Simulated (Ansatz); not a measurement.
Crystal: Pb.

```
CELL_PARAMETERS angstrom
3.03861 -1.75032 0.00000
3.03861 1.75032 0.00000
-2.11546 0.00000 6.09522
ATOMIC_POSITIONS crystal
Pb 0.90851 0.90851 0.72629
Pb 0.09149 0.09149 0.27371
```

This isn't the form of Pb at room conditions, which is fcc.

- Program: Ansatz 0.2.0
- Task: relaxation of cell and atoms
- Functional: PBE
- Dispersion: D4
- Potentials or basis: all-electron LAPW, scalar-relativistic
- Basis error allowed: 0.001 eV/atom
- k mesh: 9 × 9 × 5
- Occupations: fermi-dirac, width 0.05 eV
- Spin: no spin polarisation

At the start: volume 32.42 Å³/atom.

Problem. Where does the relaxation end?

Solution. Over 13 steps the energy falls by 79.2 meV/atom and the volume is 30.52 Å³/atom (-5.8 %); space group C2/m (No. 12, to 0.05 Å).

Step by step:
```csv
step,energy change (eV),largest force (eV/Å),volume (Å³)
1,0.0000,0.0660,64.84
2,-0.0073,0.0315,63.00
3,-0.0094,0.0249,62.97
4,-0.0135,0.0335,62.86
5,-0.0360,0.0830,62.70
6,-0.0618,0.1280,61.71
7,-0.0834,0.1407,61.19
8,-0.1389,0.0087,60.19
9,-0.1552,0.0030,61.63
10,-0.1569,0.0048,61.08
11,-0.1570,0.0141,61.02
12,-0.1570,0.0011,61.05
13,-0.1584,0.0012,61.05
```

Final structure:
```
Pb
1.0
     3.03547   -1.75529   -0.52988
     3.03547    1.75529   -0.52988
    -3.17618    0.00000    6.28347
Pb
2
Direct
  0.00003 0.00003 0.75004
  0.99997 0.99997 0.24996
```
